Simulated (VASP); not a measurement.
VASP 6.6.1 run: Mg₂Ge

INCAR

```
NSW = 0
LCHARG = .FALSE.
ENCUT = 520
NELM = 120
GGA = PE
ISIF = 2
ISMEAR = -1
IBRION = -1
LASPH = .TRUE.
LREAL = .FALSE.
NBANDS = 13
PREC = Accurate
SIGMA = 0.02
LWAVE = .FALSE.
ISYM = 1
EDIFF = 1E-7
```

KPOINTS

```
KPOINTS created by Atomic Simulation Environment
0
Gamma
6 6 6
0 0 0
```

POSCAR

```
Ge Mg
 1.0000000000000000
     0.0000000000000000    3.1194392128000001    3.1194392128000001
     3.1194392128000001    0.0000000000000000    3.1194392128000001
     3.1194392128000001    3.1194392128000001    0.0000000000000000
 Ge  Mg
   1   2
Cartesian
  0.0000000000000000  0.0000000000000000  0.0000000000000000
  1.5597196064000001  1.5597196064000001  1.5597196064000001
  4.6791588192000013  4.6791588192000013  4.6791588192000013
```

The recommended PBE PAW datasets give the neutral cell 18 valence electrons.

Command

```
mpirun -np 1 vasp_std
```

OSZICAR

```
N       E                     dE             d eps       ncg     rms          rms(c)
DAV:   1     0.872892791881E+02    0.87289E+02   -0.91528E+03   431   0.247E+03
DAV:   2     0.223390320370E+01   -0.85055E+02   -0.81731E+02   426   0.477E+02
DAV:   3    -0.844097334610E+01   -0.10675E+02   -0.10614E+02   541   0.102E+02
DAV:   4    -0.873999481246E+01   -0.29902E+00   -0.29897E+00   456   0.177E+01
DAV:   5    -0.874698389822E+01   -0.69891E-02   -0.69890E-02   566   0.310E+00    0.339E+00
DAV:   6    -0.834796504587E+01    0.39902E+00   -0.53440E-01   521   0.427E+00    0.182E+00
DAV:   7    -0.826007793401E+01    0.87887E-01   -0.30579E-01   476   0.383E+00    0.531E-01
DAV:   8    -0.826078991644E+01   -0.71198E-03   -0.18433E-02   501   0.234E+00    0.130E-01
DAV:   9    -0.826072519685E+01    0.64720E-04   -0.17591E-03   511   0.720E-01    0.402E-02
DAV:  10    -0.826071271234E+01    0.12485E-04   -0.23352E-04   436   0.126E-01    0.135E-02
DAV:  11    -0.826071607944E+01   -0.33671E-05   -0.23531E-05   501   0.687E-02    0.760E-03
DAV:  12    -0.826071469842E+01    0.13810E-05   -0.10440E-05   501   0.295E-02    0.112E-03
DAV:  13    -0.826071460580E+01    0.92622E-07   -0.49599E-07   456   0.514E-03
   1 F= -.82607146E+01 E0= -.82604959E+01  d E =-.437392E-03
```

From OUTCAR

```
k-points           NKPTS =     16   k-points in BZ     NKDIM =     16   number of bands    NBANDS=     13

   NELECT =      18.0000    total number of electrons

   dimension x,y,z NGX =    36 NGY =   36 NGZ =   36
   dimension x,y,z NGXF=    72 NGYF=   72 NGZF=   72

  energy-cutoff  :      520.00
  volume of cell :       60.71
      direct lattice vectors                 reciprocal lattice vectors
     0.000000000  3.119439213  3.119439213    -0.160285220  0.160285220  0.160285220
     3.119439213  0.000000000  3.119439213     0.160285220 -0.160285220  0.160285220
     3.119439213  3.119439213  0.000000000     0.160285220  0.160285220 -0.160285220

 k-points in reciprocal lattice and weights: KPOINTS created by Atomic Simulation Env
   0.00000000  0.00000000  0.00000000       0.005
   0.16666667  0.00000000  0.00000000       0.037
   0.33333333  0.00000000  0.00000000       0.037
   0.50000000  0.00000000  0.00000000       0.019
   0.16666667  0.16666667  0.00000000       0.028
   0.33333333  0.16666667  0.00000000       0.111
   0.50000000  0.16666667  0.00000000       0.111
  -0.33333333  0.16666667  0.00000000       0.111
   ...

 E-fermi :   3.9983

 k-point     1 :       0.0000    0.0000    0.0000
  band No.  band energies     occupation
      1     -19.6974      2.00000
      2     -19.6974      2.00000
      3     -19.6974      2.00000
      4     -19.6760      2.00000
      5     -19.6760      2.00000
      6      -6.0907      2.00000
      7       3.9610      1.73235
      8       3.9610      1.73229
      9       3.9610      1.73229
     10       5.3981      0.00000
     11       6.9294      0.00000
     12       6.9294      0.00000
     13       6.9294      0.00000

 k-point     2 :       0.1667    0.0000    0.0000
  band No.  band energies     occupation
      1     -19.6974      2.00000
      2     -19.6970      2.00000
      3     -19.6970      2.00000
      4     -19.6759      2.00000
      5     -19.6759      2.00000
      6      -5.8449      2.00000
      7       2.0192      2.00000
      8       3.7004      2.00000
      9       3.7004      2.00000
     10       5.8760      0.00000
     11       7.3496      0.00000
     12       7.3496      0.00000
     13       8.0339      0.00000

 k-point     3 :       0.3333    0.0000    0.0000
  band No.  band energies     occupation
      1     -19.6972      2.00000
      2     -19.6963      2.00000
      3     -19.6963      2.00000
      4     -19.6758      2.00000
      5     -19.6758      2.00000
      6      -5.2060      2.00000
      7      -0.1201      2.00000
      8       3.3391      2.00000
      9       3.3391      2.00000
     10       5.4478      0.00000
     11       7.0941      0.00000
     12       7.0941      0.00000
     13       9.2434      0.00000

 k-point     4 :       0.5000    0.0000    0.0000
  band No.  band energies     occupation
      1     -19.6972      2.00000
      2     -19.6960      2.00000
      3     -19.6960      2.00000
      4     -19.6757      2.00000
      5     -19.6757      2.00000
      6      -4.7334      2.00000
      7      -1.1163      2.00000
      8       3.2019      2.00000
      9       3.2020      2.00000
     10       5.2676      0.00000
     11       6.7948      0.00000
     12       6.7948      0.00000
     13       8.9606      0.00000

 ...

  Total        1.8688961      1.8688961      1.8688961     -0.0000000     -0.0000000      0.0000000
  in kB       49.3214882     49.3214882     49.3214882     -0.0000000     -0.0000000      0.0000000
  external PRESSURE =      49.3214882 kB  Pullay stress =       0.0000000 kB

 POSITION                                       TOTAL-FORCE (eV/Angst)
 -----------------------------------------------------------------------------------
      0.00000      0.00000      0.00000         0.000000     -0.000000      0.000000
      1.55972      1.55972      1.55972         0.000000      0.000000      0.000000
      4.67916      4.67916      4.67916        -0.000000     -0.000000     -0.000000
 -----------------------------------------------------------------------------------
    total drift:                               -0.000000      0.000000      0.000000

  FREE ENERGIE OF THE ION-ELECTRON SYSTEM (eV)
  ---------------------------------------------------
  free  energy   TOTEN  =        -8.2607146058 eV

  energy  without entropy=       -8.2602772141  energy(sigma->0) =       -8.26049591
```

It converged. Results: gap between bands v and c on the k mesh 0.07 eV; least direct gap on the k mesh 1.44 eV; pressure 4.9 GPa. Band v is the last that the valence electrons fill when counted band by band, and c is the next.

These settings aren't sound, so the numbers aren't properties of the crystal.

On sound settings PBE gives a gap of 0.08 eV on its mesh and a pressure of 5.0 GPa for the intended cell.

The run took about 14 s on one core of a shared host (Intel Xeon Platinum 8488C) and held 0.2 GiB at most.
